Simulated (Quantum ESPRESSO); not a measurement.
# TePb: dielectric tensor and Born charges under several settings

```
Pb Te
1.0
     0.00000    3.23100    3.23100
     3.23100    0.00000    3.23100
     3.23100    3.23100    0.00000
Pb Te
1 1
Direct
  0.00000 0.00000 0.00000
  0.50000 0.50000 0.50000
```

All runs used Quantum ESPRESSO 7.5; k mesh 4 × 4 × 4, shifted; given cell; no spin polarisation; cutoff 1088 eV; occupations smeared at first, fixed for the response.

| level | potentials | pressure (GPa) | sum of the Born charges (e) |
| --- | --- | --- | --- |
| LDA | PseudoDojo 0.4.1 SR LDA standard | ? | ? |
| PBE | PseudoDojo 0.4.1 SR PBE standard | 2.2 | 0.14 |
| PBEsol | PseudoDojo 0.4.1 SR PBEsol standard | -0.3 | 0.13 |
| WC | PseudoDojo 0.4.1 SR PBE standard | -0.3 | 0.13 |
| BLYP | PseudoDojo 0.4.1 SR PBE standard | 5.4 | 0.17 |
| AM05 | PseudoDojo 0.4.1 SR PBE standard | 0.1 | 0.14 |

Question: What stands in the row left open?

Answer: Pressure -1.7 GPa; sum of the Born charges 0.14 e.

Caveats: the potentials were made for another functional, which shifts forces and pressure (some runs); the cell is more than 3 GPa from zero pressure, which shifts response properties (some runs).

For the row left open. Caveat: the mesh is thin for the dielectric tensor, Born charges and intensities, which usually come out too large; the Born charges break their sum rule by 0.14 e, a sign of too thin a mesh.
